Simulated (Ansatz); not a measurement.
# The 4-layer graphene (ABC) between two gates

Aim: screening and gap of the neutral 4-layer graphene (ABC) between oppositely charged gates.

Method: plane-wave DFT, PBE-D3(BJ), Ansatz PAW, in the first sound run; inputs show where later runs differ, in Ansatz 0.2.0.

### 1. Starting point

The cell holds 8 atoms: 8 C. Its edges and angles: a = 2.467 Å, b = 2.467 Å, c = 28.050 Å, α = 90.0°, β = 90.0°, γ = 120.0°. Regions: layer 1: graphene, 2 atoms (2 C); layer 2: graphene, 2 atoms (2 C); layer 3: graphene, 2 atoms (2 C); layer 4: graphene, 2 atoms (2 C). Vacuum lies along c.

Structure file:

```cif
data_structure
_symmetry_space_group_name_H-M 'P 1'
_symmetry_Int_Tables_number 1
_cell_length_a 2.4670
_cell_length_b 2.4670
_cell_length_c 28.0500
_cell_angle_alpha 90.000
_cell_angle_beta 90.000
_cell_angle_gamma 120.000
_cell_volume 147.84
loop_
_atom_site_label
_atom_site_type_symbol
_atom_site_fract_x
_atom_site_fract_y
_atom_site_fract_z
_atom_site_occupancy
C1 C 0.66667 0.33333 0.32086 1
C2 C 0.33333 0.66667 0.32086 1
C3 C 0.00000 0.00000 0.44029 1
C4 C 0.66667 0.33333 0.44029 1
C5 C 0.33333 0.66667 0.55971 1
C6 C 0.00000 0.00000 0.55971 1
C7 C 0.66667 0.33333 0.67914 1
C8 C 0.33333 0.66667 0.67914 1
```

### 2. Relaxation

The starting cell is a guess, so the in-plane lattice and the atoms are relaxed first, with the slab cut off from its images along the normal. The program lengthens the vector along the normal by itself, so c and the volume that it reports differ from the typed ones.

The input, input.yaml:

```yaml
crystal:
  lattice:
    - [2.467, 0.0, 0.0]
    - [-1.2335, 2.1364846711, 0.0]
    - [0.0, 0.0, 28.05]
  atoms:
    - { symbol: C, position: [0.6666666667, 0.3333333333, 0.320855615] }
    - { symbol: C, position: [0.3333333333, 0.6666666667, 0.320855615] }
    - { symbol: C, position: [0.0, 0.0, 0.440285205] }
    - { symbol: C, position: [0.6666666667, 0.3333333333, 0.440285205] }
    - { symbol: C, position: [0.3333333333, 0.6666666667, 0.559714795] }
    - { symbol: C, position: [0.0, 0.0, 0.559714795] }
    - { symbol: C, position: [0.6666666667, 0.3333333333, 0.679144385] }
    - { symbol: C, position: [0.3333333333, 0.6666666667, 0.679144385] }
  periodic: [true, true, false]
kpoints:
  mp_grid: { grid: [18, 18, 1] }
hamiltonian:
  xc: pbe
  dispersion: d3bj
scf:
  occupations: { method: fermi_dirac, width: 0.05 }
  convergence: { dr2_threshold: 1.0e-09 }
relax:
  f_tol: 0.004
  max_steps: 90
  cell: {}
output:
  write_potential: true
  write_density: true
  volumetric_format: npy
```

Run with:

```bash
$ ansatz run input.yaml --threads 4 --pin off --max-ram 6144MiB --backend cpu --events-out ev --progress --plain --runs-dir out
```

Numbers of over 12 decimals in the logs are rounded to 6 here.

The program printed:

```text
Warning: crystal.periodic: the lattice vector that does not repeat stood 0.000° off the slab's normal, 28.050 Å along it as the deck builds it. The run solves the slab on a vector along the normal, 43.900 Å long, with every atom where it was (on the deck's vector they left 18.00 Å outside them, and the widest stretch free of ions among them is 3.35 Å). A fractional position that the run reports is one of the run's ce [...]
Warning: relax.cell: scf.convergence.dr2_threshold = 1e-9 eV is looser than the 1.99003737568e-10 eV advised for a relaxation that steers and ends on the stress (1e-10 eV for each atom of the cell: 8, times the square of relax.cell.stress_2d_tol = 0.05 N/m over 20.0 Å (the atoms' height at the walk's start and 5 Å past either face), 2.494e-2 GPa, over a crystal's default 0.05). What an SCF threshold leaves in a stress goes as its square root, and in the free energy as the threshold itself, and one threshold admits the most on a small cell: [figures from the program's tests cut] Set scf.convergence.dr2_threshold to 1.99003737568e-10 eV or tighter. [rest of the remark cut]
crystal.periodic: the lattice vector that does not repeat stood 0.000° off the slab's normal, 28.050 Å along it as the deck builds it. The run solves the slab on a vector along the normal, 43.900 Å long, with every atom where it was (on the deck's vector they left 18.00 Å outside them, and the widest stretch free of ions among them is 3.35 Å). A fractional position that the run reports is one of the run's cell, which [...]
Engine: ansatz 0.2.0, aarch64-unknown-linux-gnu
Pseudopotentials: kind: paw
Pseudopotential: C, paw, valence charge 4, recommended cutoff 420 eV (normal), C.paw.azcp
Functional definition: PBE
  parameter kappa = 0.804
  parameter beta = 0.066725
  exchange = pbe_x(kappa = kappa, mu = beta*pi^2/3)
  correlation = pbe_c(beta = beta)
Crystal: 8 atoms, lattice volume = 231.384 Å³
Basis set: ecut = 420 eV, 4365 PW (Γ), exchange–correlation on 36×36×600 points (8 copies of the dense FFT grid, shifted against one another)
Bands: 24, of which v1, the nominal top of the filled ones, is band 16 counted from 1 (15 counted from 0)
Symmetry: 12 space group operations
Space group: P-3m1 (ITA 164), of the structure as read, at distance tolerance 6.1e-5 Å
k-points: 37 of 324
Non-local potential: C, projectors of the file, l = 0: 2, l = 1: 2, l = 2: 1
PAW form: soft (Blöchl's): semilocal exchange-correlation on the pseudo side does not see the compensation charge
PAW one-centre angular grid: C, 110 points (default); XC on 64 Gauss nodes
Initial density: superposition of atomic densities (neutral atoms: chi_scale 0, normalization atom), corrected by the library's trained network
Initial wavefunctions: pseudopotential atomic-orbital guess
Functional: x = pbe(κ = 0.804, μ = 0.219515), c = pbe(β = 0.066725)
SCF iter   1: F=—  HF=-2008.558490 eV  |F-HF|=—  |Δ(HF+E_count)|=         —  Δρ=1.71e-3  dr2=7.17e-3  ethr=1.77e-3  ⟨swp⟩=18.1  Hψ=8754  notcnv=0  defer=1
preconditioner: auto → LDOS  [metal: Δε(μ)=0.342 eV  Ē_g=15.170 eV  σ=0.050 eV  W_gap=0.50  n_scr=26 (ndim 8)  ℏωp=13.8 eV  f_vac=0.685  D(μ)=0.13/eV (n_scr^D=4)  β→1.0]
SCF iter   2: F=—  HF=-2008.559624 eV  |F-HF|=—  |Δ(HF+E_count)|=   1.13e-3  Δρ=7.64e-4  dr2=4.62e-3  ethr=2.24e-5  ⟨swp⟩=4.3  Hψ=2687  notcnv=0  defer=104
SCF iter   3: F=—  HF=-2008.558415 eV  |F-HF|=—  |Δ(HF+E_count)|=   1.21e-3  Δρ=3.12e-4  dr2=9.56e-4  ethr=1.44e-5  ⟨swp⟩=3.6  Hψ=1778  notcnv=0  defer=104
SCF iter   4: F=—  HF=-2008.558202 eV  |F-HF|=—  |Δ(HF+E_count)|=   2.13e-4  Δρ=8.25e-5  dr2=2.13e-5  ethr=2.99e-6  ⟨swp⟩=3.0  Hψ=1431  notcnv=0  defer=101
SCF iter   5: F=—  HF=-2008.558200 eV  |F-HF|=—  |Δ(HF+E_count)|=   1.79e-6  Δρ=3.76e-5  dr2=2.10e-5  ethr=6.67e-8  ⟨swp⟩=3.4  Hψ=1938  notcnv=0  defer=101
SCF iter   6: F=—  HF=-2008.558201 eV  |F-HF|=—  |Δ(HF+E_count)|=   4.37e-7  Δρ=5.97e-6  dr2=6.43e-8  ethr=6.56e-8  ⟨swp⟩=2.5  Hψ=1247  notcnv=0  defer=101
SCF iter   7: F=—  HF=-2008.558119 eV  |F-HF|=—  |Δ(HF+E_count)|=   8.16e-5  Δρ=2.15e-6  dr2=7.86e-9  ethr=2.01e-10  ⟨swp⟩=3.5  Hψ=2031  notcnv=0  defer=101
SCF iter   8: F=—  HF=-2008.558119 eV  |F-HF|=—  |Δ(HF+E_count)|=   4.72e-8  Δρ=1.13e-6  dr2=2.47e-9  ethr=3.13e-12  ⟨swp⟩=11.0  Hψ=6205  notcnv=0
SCF iter   9: F=-2008.558119 eV  HF=-2008.558119 eV  |F-HF|=4.96e-10  |Δ(HF+E_count)|=   1.55e-9  Δρ=1.93e-7  dr2=3.96e-11  ethr=3.13e-12  ⟨swp⟩=9.3  Hψ=5234  notcnv=0
SCF 1 converged in 9 iterations: F = -2008.558119 eV  dr2 = 3.96e-11
  greatest PAW one-centre occupation: 0.672 electrons in one spin orbital (limit 2), on the C atom at site 7 (counted from 0), in its partial waves of l = 0
relax step   1: F+E_penalty+E_count = -2008.55811937 eV  Δ(F+E_penalty+E_count) = +0.000e0 eV  max|allowed force component| = 2.106e-2 eV/Å  Δτ_max = 0.0000 Å  P = -1.349 N/m  Ω = 231.384 Å³  fix = [c, alpha, beta]  reactions: c +0.000 N/m  (9 SCF iters, accepted)
Crystal: 8 atoms, lattice volume = 231.133 Å³
Initial density: handed on by an earlier stage of this run
Initial wavefunctions: those handed on with the density
iter 1 solved again at ethr=5.46e-4 eV; its pass at ethr=3.10e-3 eV (dr2=1.75e-1 eV) is discarded
SCF iter   1: F=—  HF=-2008.607688 eV  |F-HF|=—  |Δ(HF+E_count)|=         —  Δρ=9.39e-3  dr2=1.71e-1  ethr=5.46e-4  ⟨swp⟩=2.0  Hψ=7148  notcnv=0
preconditioner: auto → LDOS  [metal: Δε(μ)=0.297 eV  Ē_g=15.136 eV  σ=0.050 eV  W_gap=0.50  n_scr=26 (ndim 8)  ℏωp=13.8 eV  f_vac=0.680  D(μ)=0.13/eV (n_scr^D=4)  β→1.0]
SCF iter   2: F=—  HF=-2008.657911 eV  |F-HF|=—  |Δ(HF+E_count)|=   5.02e-2  Δρ=6.06e-3  dr2=3.48e-1  ethr=5.33e-4  ⟨swp⟩=4.8  Hψ=2884  notcnv=0  defer=52
SCF iter   3: F=—  HF=-2008.558428 eV  |F-HF|=—  |Δ(HF+E_count)|=   9.95e-2  Δρ=7.49e-4  dr2=2.99e-3  ethr=5.33e-4  ⟨swp⟩=3.8  Hψ=1970  notcnv=0  defer=112
SCF iter   4: F=—  HF=-2008.558226 eV  |F-HF|=—  |Δ(HF+E_count)|=   2.01e-4  Δρ=3.17e-4  dr2=1.16e-3  ethr=9.35e-6  ⟨swp⟩=3.1  Hψ=1885  notcnv=0  defer=113
SCF iter   5: F=—  HF=-2008.557956 eV  |F-HF|=—  |Δ(HF+E_count)|=   2.71e-4  Δρ=1.55e-4  dr2=3.73e-5  ethr=3.61e-6  ⟨swp⟩=2.8  Hψ=1470  notcnv=0  defer=111
SCF iter   6: F=—  HF=-2008.557960 eV  |F-HF|=—  |Δ(HF+E_count)|=   4.17e-6  Δρ=5.16e-5  dr2=3.84e-6  ethr=1.16e-7  ⟨swp⟩=3.0  Hψ=1567  notcnv=0  defer=111
SCF iter   7: F=—  HF=-2008.557964 eV  |F-HF|=—  |Δ(HF+E_count)|=   4.32e-6  Δρ=1.46e-5  dr2=5.48e-7  ethr=1.20e-8  ⟨swp⟩=2.4  Hψ=1467  notcnv=0  defer=111
SCF iter   8: F=—  HF=-2008.557883 eV  |F-HF|=—  |Δ(HF+E_count)|=   8.09e-5  Δρ=2.66e-6  dr2=1.72e-8  ethr=1.71e-9  ⟨swp⟩=3.0  Hψ=1672  notcnv=0  defer=111
[...]
SCF iter   4: F=—  HF=-2008.559744 eV  |F-HF|=—  |Δ(HF+E_count)|=   1.91e-3  Δρ=3.49e-4  dr2=1.63e-3  ethr=2.52e-5  ⟨swp⟩=3.0  Hψ=1829  notcnv=0  defer=59
SCF iter   5: F=—  HF=-2008.559378 eV  |F-HF|=—  |Δ(HF+E_count)|=   3.66e-4  Δρ=1.05e-4  dr2=7.95e-6  ethr=5.10e-6  ⟨swp⟩=2.8  Hψ=1454  notcnv=0  defer=74
SCF iter   6: F=—  HF=-2008.559342 eV  |F-HF|=—  |Δ(HF+E_count)|=   3.64e-5  Δρ=3.23e-5  dr2=2.75e-6  ethr=2.49e-8  ⟨swp⟩=3.2  Hψ=1959  notcnv=0  defer=74
SCF iter   7: F=—  HF=-2008.559259 eV  |F-HF|=—  |Δ(HF+E_count)|=   8.25e-5  Δρ=7.37e-6  dr2=2.49e-7  ethr=8.59e-9  ⟨swp⟩=2.4  Hψ=1506  notcnv=0  defer=74
SCF iter   8: F=—  HF=-2008.559259 eV  |F-HF|=—  |Δ(HF+E_count)|=   3.90e-8  Δρ=1.91e-6  dr2=4.17e-9  ethr=7.79e-10  ⟨swp⟩=3.3  Hψ=1535  notcnv=0  defer=74
SCF iter   9: F=-2008.559259 eV  HF=-2008.559259 eV  |F-HF|=1.68e-11  |Δ(HF+E_count)|=   5.71e-9  Δρ=6.48e-7  dr2=5.83e-10  ethr=3.13e-12  ⟨swp⟩=10.7  Hψ=6171  notcnv=0
SCF 3 converged in 9 iterations: F = -2008.559259 eV  dr2 = 5.83e-10
  greatest PAW one-centre occupation: 0.673 electrons in one spin orbital (limit 2), on the C atom at site 7 (counted from 0), in its partial waves of l = 0
relax step   3: F+E_penalty+E_count = -2008.55925907 eV  Δ(F+E_penalty+E_count) = -1.140e-3 eV  max|allowed force component| = 1.098e-2 eV/Å  Δτ_max = 0.0296 Å  P = +0.082 N/m  Ω = 231.014 Å³  energy of the carried Pulay correction = +3.630e-4 eV  fix = [c, alpha, beta]  reactions: c +0.000 N/m  (9 SCF iters, accepted)
[...]
relax step   4: F+E_penalty+E_count = -2008.55931452 eV  Δ(F+E_penalty+E_count) = -5.545e-5 eV  max|allowed force component| = 2.082e-3 eV/Å  Δτ_max = 0.0110 Å  P = -0.010 N/m  Ω = 231.039 Å³  energy of the carried Pulay correction = +3.377e-4 eV  fix = [c, alpha, beta]  reactions: c +0.000 N/m  (8 SCF iters, accepted)
[...]
relax step   5: F+E_penalty+E_count = -2008.55932499 eV  Δ(F+E_penalty+E_count) = -1.047e-5 eV  max|allowed force component| = 2.217e-4 eV/Å  Δτ_max = 0.0073 Å  P = -0.008 N/m  Ω = 231.040 Å³  energy of the carried Pulay correction = +3.370e-4 eV  fix = [c, alpha, beta]  reactions: c -0.000 N/m  (8 SCF iters, accepted)
Initial wavefunctions: pseudopotential atomic-orbital guess (no wavefunctions were taken with the density)
iter 1 solved again at ethr=2.62e-7 eV; its pass at ethr=3.10e-3 eV (dr2=8.37e-5 eV) is discarded
SCF iter   1: F=—  HF=-2008.559035 eV  |F-HF|=—  |Δ(HF+E_count)|=         —  Δρ=6.11e-6  dr2=1.18e-8  ethr=2.62e-7  ⟨swp⟩=6.1  Hψ=12372  notcnv=0  defer=1
eigensolver tolerance schedule: the retry pair's looser diagonalisation over-reported the residual by 7105.29 of it (diagonalisation noise at 1.50 of the residual, at the tolerance the schedule requests for it); recorded, not acted on — ethr = c·dr2/N_el stays at c = 1.0e-1
preconditioner: auto → LDOS  [metal: Δε(μ)=0.322 eV  Ē_g=15.142 eV  σ=0.050 eV  W_gap=0.50  n_scr=26 (ndim 8)  ℏωp=13.8 eV  f_vac=0.683  D(μ)=0.13/eV (n_scr^D=4)  β→1.0]
SCF iter   2: F=—  HF=-2008.558919 eV  |F-HF|=—  |Δ(HF+E_count)|=   1.16e-4  Δρ=1.09e-6  dr2=2.09e-9  ethr=3.68e-11  ⟨swp⟩=4.7  Hψ=2737  notcnv=0
SCF iter   3: F=—  HF=-2008.558919 eV  |F-HF|=—  |Δ(HF+E_count)|=  9.72e-10  Δρ=6.57e-7  dr2=2.13e-9  ethr=3.13e-12  ⟨swp⟩=21.7  Hψ=8143  notcnv=0
SCF iter   4: F=-2008.558919 eV  HF=-2008.558919 eV  |F-HF|=1.73e-11  |Δ(HF+E_count)|=  3.29e-10  Δρ=1.75e-7  dr2=1.19e-10  ethr=3.13e-12  ⟨swp⟩=8.0  Hψ=5695  notcnv=0
SCF 6 converged in 4 iterations: F = -2008.558919 eV  dr2 = 1.19e-10
relax step   6: F+E_penalty+E_count = -2008.55891923 eV  Δ(F+E_penalty+E_count) = +4.058e-4 eV  max|allowed force component| = 2.299e-4 eV/Å  Δτ_max = 0.0000 Å  P = -0.020 N/m  Ω = 231.040 Å³  fix = [c, alpha, beta]  reactions: c -0.000 N/m  stress off target by 2.03e-2 N/m on what of the cell is left free  SCF on the basis re-selected at this cell (its energy is not comparable with the rows above)  (4 SCF iters)
basis re-selected at this cell: Δ(F+E_penalty+E_count) = +4.058e-4 eV, ΔP = -0.012 N/m vs the last step (what re-selecting the basis moved, of the pressure what is left beyond the Pulay correction that the steps carried, after the strain that the cell walked since its last selection, with what the two solves' SCF thresholds leave and, on support functions, any second-order correction that the steps lacked; it is no m [...]
WARN: The output density's exchange-correlation potential varies sharply where the density is thin. Do not read a vacuum level from v_tot or v_xc, or from such a field of the output density. On a cell that repeats whose density bears no net charge and no dipole along the vacuum's axis use v_es (v_loc + v_h of the components); under efield.dipole_correction with no amplitude use v_es + v_field, which holds any externa [...]
SCF converged after 4 iterations
Free energy (F): -2008.558919 eV
Harris-Foulkes:  -2008.558919 eV  (|F-HF|=1.73e-11)
Internal energy: -2008.558018 eV  (E = F + TS)
E sigma→0 (E₀):  -2008.558468 eV
Entropy (-TS):   -0.000902 eV (-0.113 meV/atom)
Fermi energy:    -4.275720 eV
--- Per-component energies (eV) ---
  E_band       = -429.375489
  E_kinetic    = 727.297429
  E_local      = -117210.471986  (includes V_loc(G=0)·N_el)
  E_nonlocal   = 218.411986
  E_hartree    = 58182.648276
  E_xc         = -384.032154
  E_vxc        = -475.480449  (∫ρ·V_xc dr)
  E_paw        = -794.752753  (= ΣΔE_a)
  E_vpaw       = -54.429124  (= ΣTr[D̂ρ^β])
  E_aug_tail   = 0.000060  (compensation charges beyond the density's cutoff)
  E_ewald      = 57253.433652
  E_disp       = -1.092527  (pairwise vdW)
  E_smearing   = -0.000902  (= −TS)
  E_closure    = -0.000000  (closes the sum)
  Σ components = -2008.558919   (vs F -2008.558919, Δ=0.00e0)
--- Forces (eV/Å), atoms counted from 1 ---
  atom   1  C     -0.00000000     0.00000000    -0.00017545
  atom   2  C      0.00000000    -0.00000000     0.00011501
  atom   3  C      0.00000000     0.00000000     0.00002466
  atom   4  C      0.00000000    -0.00000000     0.00022993
  atom   5  C      0.00000000     0.00000000    -0.00022993
  atom   6  C     -0.00000000    -0.00000000    -0.00002466
  atom   7  C      0.00000000     0.00000000    -0.00011501
  atom   8  C      0.00000000    -0.00000000     0.00017545
  max |Σ_I F_I| component: 1.48e-16 eV/Å
--- 2D stress c σ (N/m, compression-positive) ---
       -0.020256      -0.000000       0.000000
       -0.000000      -0.020256       0.000000
        0.000000       0.000000      -0.000000
  P = ½ c Tr σ = -0.0203 N/m
--- Band table (eV; the first three rows and the last of 37) ---
  k-point 0: bands = [... 12 lower, -7.3033, -7.3033, -7.3006, -7.3006, -0.7432, -0.6618, 0.3828, 0.5249, ... 4 higher]
  k-point 1: bands = [... 12 lower, -7.4729, -7.4661, -7.4594, -7.4551, -0.6453, -0.5631, 0.4801, 0.6256, ... 4 higher]
  k-point 2: bands = [... 12 lower, -7.8929, -7.8839, -7.8747, -7.8683, -0.3516, -0.2671, 0.7715, 0.9274, ... 4 higher]
  k-point 36: bands = [... 12 lower, -4.6150, -4.5978, -4.5978, -4.2756, -4.2756, -3.9658, -3.9597, -3.9597, ... 4 higher]
  the weakly bound empty levels are not read free of the cell's end (no_gap_told)
--- Relaxed structure (5 steps of the walk, 4 accepted, 1 SCFs on fresh bases) ---
  F+E_penalty+E_count = -2008.55891923 eV   max|allowed force component| = 2.299e-4 eV/Å   (the final SCF, on the basis selected at the relaxed cell)
  cell:  # Å, volume = 231.0402 Å³
    - [2.465166, 0.0, 0]
    - [-1.232583, 2.134897, 0]
    - [0, 0, 43.900000]
  atoms:
    - { symbol: C, position: [0.666667, 0.333333, 0.203940] }
    - { symbol: C, position: [0.333333, 0.666667, 0.203928] }
    - { symbol: C, position: [0, 0, 0.281065] }
    - { symbol: C, position: [0.666667, 0.333333, 0.281041] }
    - { symbol: C, position: [0.333333, 0.666667, 0.357911] }
    - { symbol: C, position: [0, 0, 0.357887] }
    - { symbol: C, position: [0.666667, 0.333333, 0.435024] }
    - { symbol: C, position: [0.333333, 0.666667, 0.435012] }
```

Elapsed: 23 s, on 4 threads of Arm Neoverse V2, shared host; peak memory 0.62 GiB; 86 s of CPU time.

The steps of the relaxation:

```
step  energy less that of the first step (eV)  largest force component (eV/Å)  volume (Å³)
   1                                   0.0000                          0.0211       231.38
   2                                   0.0002                          0.0249       231.13
   3                                  -0.0011                          0.0110       231.01
   4                                  -0.0012                          0.0021       231.04
   5                                  -0.0012                          0.0002       231.04
  6*                                  -0.0008                          0.0002       231.04
```

Relaxation steps marked * repeat the geometry before them on a plane-wave basis chosen anew for their cell, so energy and pressure can jump there. Relaxation step 2 was tried and not accepted.

The run keeps the 12 symmetry operations that it works with, so distortions that break them were not tested.

| cell as run | before | after | change |
| --- | --- | --- | --- |
| a (Å) | 2.467 | 2.465 | -0.1 % |
| b (Å) | 2.467 | 2.465 | -0.1 % |

The atoms that moved most (Å, along periodic axes as changes of fractional coordinates times the final cell, across vacuum about the mean position):

```csv
atom,dx,dy,dz,length
C2,0.000,0.000,-0.048,0.048
C7,0.000,0.000,0.048,0.048
C1,0.000,0.000,-0.047,0.047
C8,0.000,0.000,0.047,0.047
C5,0.000,0.000,0.012,0.012
C4,0.000,0.000,-0.012,0.012
C6,0.000,0.000,0.011,0.011
C3,0.000,0.000,-0.011,0.011
```

This step gave:

| Property | Result |
| --- | --- |
| energy at zero smearing | -2008.5585 eV |

The lattice constant a goes from 2.467 to 2.465 Å.

(Continued in part 2 of 3.)

[Logs are printed without paths, hosts, clocks, repeated set-up lines and the standing remarks that a program may print on its own settings, such as how far it seeks lower states.]

[Hosts, paths, dates, database ids (printed as entryN), source tags and the programs' standing remarks are cut or masked in the printed files.]

[Maps of the electrostatic potential energy from Ansatz leave out the sawtooth potential of an applied field or a dipole correction, so their vacuum need not be flat; planar profiles and work functions include it.]
